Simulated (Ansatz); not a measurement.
**Molecular dynamics of HC16, charge +1**

Input:

```yaml
accuracy: low
crystal:
  lattice:
    - [0.0, 3.57, 3.57]
    - [3.57, 0.0, 3.57]
    - [3.57, 3.57, 0.0]
  atoms:
    - { symbol: C, position: [0.02744291, -0.00996049, -0.011057] }
    - { symbol: C, position: [0.11919389, 0.12134189, 0.13060625] }
    - { symbol: C, position: [-0.00236944, -0.00614038, 0.50408299] }
    - { symbol: C, position: [0.12718736, 0.12167902, 0.62226474] }
    - { symbol: C, position: [0.00168, 0.4938724, -0.00128822] }
    - { symbol: C, position: [0.13778687, 0.61013509, 0.12457463] }
    - { symbol: C, position: [0.00334709, 0.49554651, 0.49899928] }
    - { symbol: C, position: [0.12611559, 0.61986592, 0.62507692] }
    - { symbol: C, position: [0.48840058, -0.00288852, 0.00021022] }
    - { symbol: C, position: [0.59863843, 0.13101731, 0.13575258] }
    - { symbol: C, position: [0.4988159, -0.00421533, 0.50253573] }
    - { symbol: C, position: [0.62274828, 0.12245108, 0.6258313] }
    - { symbol: C, position: [0.50694129, 0.49576979, -0.00581665] }
    - { symbol: C, position: [0.6244153, 0.6188988, 0.12609151] }
    - { symbol: C, position: [0.49997118, 0.49563388, 0.4997353] }
    - { symbol: C, position: [0.62845017, 0.62019175, 0.6207013] }
    - { symbol: H, position: [0.81324231, 0.90071238, 0.06359882] }
total_charge: 1
basis:
  ecutwfc: 420.0
kpoints:
  mp_grid: { grid: [2, 2, 2] }
hamiltonian:
  xc: lda
  pseudopotentials: { kind: paw, azcp: { folder: soft_1 } }
scf:
  occupations: { method: fermi_dirac, width: 0.05 }
  lower_state_search: "off"
md:
  timestep: 0.5
  n_steps: 300
  ensemble: nve
  temperature: 1200.0
  initial_velocities: maxwell_boltzmann
  seed: 881308
```

Run as:

```bash
$ ansatz run input.yaml --threads 1 --pin off --max-ram 3072MiB --backend cpu --events-out ev --progress --plain --runs-dir out
```

It starts from a relaxed structure.

Output, in part (step lines):

```
md step     0: t =     0.00 fs  T =  1200.0 K  F+E_penalty+E_count = -3912.51433466 eV  E_kin = 2.481792 eV  conserved = -3910.03254268 eV  (8 SCF iters)
md step     1: t =     0.50 fs  T =  1182.4 K  F+E_penalty+E_count = -3912.47665037 eV  E_kin = 2.445465 eV  conserved = -3910.03118541 eV  (7 SCF iters)
md step     2: t =     1.00 fs  T =  1133.7 K  F+E_penalty+E_count = -3912.37470587 eV  E_kin = 2.344711 eV  conserved = -3910.02999441 eV  (6 SCF iters)
md step     3: t =     1.50 fs  T =  1061.5 K  F+E_penalty+E_count = -3912.22443229 eV  E_kin = 2.195432 eV  conserved = -3910.02900068 eV  (6 SCF iters)
md step     4: t =     2.00 fs  T =   972.7 K  F+E_penalty+E_count = -3912.03980956 eV  E_kin = 2.011651 eV  conserved = -3910.02815903 eV  (6 SCF iters)
md step     5: t =     2.50 fs  T =   873.1 K  F+E_penalty+E_count = -3911.83315754 eV  E_kin = 1.805735 eV  conserved = -3910.02742268 eV  (4 SCF iters)
md step     6: t =     3.00 fs  T =   768.2 K  F+E_penalty+E_count = -3911.61561280 eV  E_kin = 1.588851 eV  conserved = -3910.02676199 eV  (4 SCF iters)
md step     7: t =     3.50 fs  T =   663.0 K  F+E_penalty+E_count = -3911.39742581 eV  E_kin = 1.371261 eV  conserved = -3910.02616528 eV  (3 SCF iters)
[... lines left out ...]
md step   299: t =   149.50 fs  T =   656.7 K  F+E_penalty+E_count = -3911.38547747 eV  E_kin = 1.358135 eV  conserved = -3910.02734226 eV  (3 SCF iters)
md step   300: t =   150.00 fs  T =   635.3 K  F+E_penalty+E_count = -3911.34093670 eV  E_kin = 1.313861 eV  conserved = -3910.02707603 eV  (6 SCF iters)
```

The steps, from the saved trajectory:

| time (fs) | T (K) | potential energy less start (eV) | conserved less start (meV/atom) |
| --- | --- | --- | --- |
| 0.0 | 1200 | 0.000 | 0.00 |
| 5.0 | 389 | 1.686 | 0.46 |
| 10.0 | 530 | 1.392 | 0.37 |
| 15.0 | 873 | 0.681 | 0.21 |
| 20.0 | 282 | 1.906 | 0.46 |
| 25.0 | 862 | 0.703 | 0.23 |
| 30.0 | 755 | 0.927 | 0.31 |
| 35.0 | 389 | 1.686 | 0.44 |
| 40.0 | 839 | 0.751 | 0.25 |
| 45.0 | 558 | 1.334 | 0.36 |
| 50.0 | 514 | 1.424 | 0.36 |
| 55.0 | 761 | 0.912 | 0.27 |
| 60.0 | 492 | 1.472 | 0.37 |
| 65.0 | 660 | 1.122 | 0.31 |
| 70.0 | 674 | 1.094 | 0.30 |
| 75.0 | 419 | 1.621 | 0.38 |
| 80.0 | 682 | 1.076 | 0.30 |
| 85.0 | 634 | 1.177 | 0.33 |
| 90.0 | 545 | 1.361 | 0.37 |
| 95.0 | 747 | 0.941 | 0.27 |
| 100.0 | 473 | 1.510 | 0.37 |
| 105.0 | 536 | 1.379 | 0.33 |
| 110.0 | 668 | 1.105 | 0.30 |
| 115.0 | 565 | 1.320 | 0.36 |
| 120.0 | 657 | 1.128 | 0.30 |
| 125.0 | 579 | 1.290 | 0.35 |
| 130.0 | 583 | 1.283 | 0.34 |
| 135.0 | 623 | 1.199 | 0.31 |
| 140.0 | 496 | 1.462 | 0.36 |
| 145.0 | 618 | 1.210 | 0.33 |
| 150.0 | 635 | 1.173 | 0.32 |

The run went to its last step. The conserved energy stayed within 0.49 meV per atom of its start (net change 0.32 meV per atom), so the integration is sound. Over the second half the temperature averaged 0.50 of the 1200 K drawn at the start: a run that starts near a minimum puts about half its kinetic energy into the potential. A run of 0.15 ps of so small a system gives no equilibrium averages. Limits of this set-up: coarse k mesh, PAW files made for another functional, low accuracy level, charged cell in a uniform background, uncorrected.

Mean squared displacements from the first frame to the last, about the centre of mass: C 0.01 Å², H 4.46 Å².

Last frame:

```xyz
17
Lattice="0.0000 3.5700 3.5700 3.5700 0.0000 3.5700 3.5700 3.5700 0.0000" Properties=species:S:1:pos:R:3
C 0.026 0.027 -0.035
C 0.887 0.927 0.836
C 1.799 1.852 0.018
C 2.681 2.738 0.819
C 1.732 0.003 1.710
C 2.660 0.850 2.712
C 3.493 1.739 1.765
C 4.446 2.650 2.638
C -0.029 1.806 1.738
C 0.754 2.710 2.699
C 1.836 3.624 1.706
C 2.636 4.481 2.687
C 1.757 1.763 3.625
C 2.615 2.662 4.431
C 3.555 3.511 3.633
C 4.398 4.417 4.480
H 5.514 2.726 6.045
```

Time of the run: 2.9 min on 1 thread of AMD EPYC 7R13 Processor (Zen 3) (shared host), peak memory 0.41 GiB.
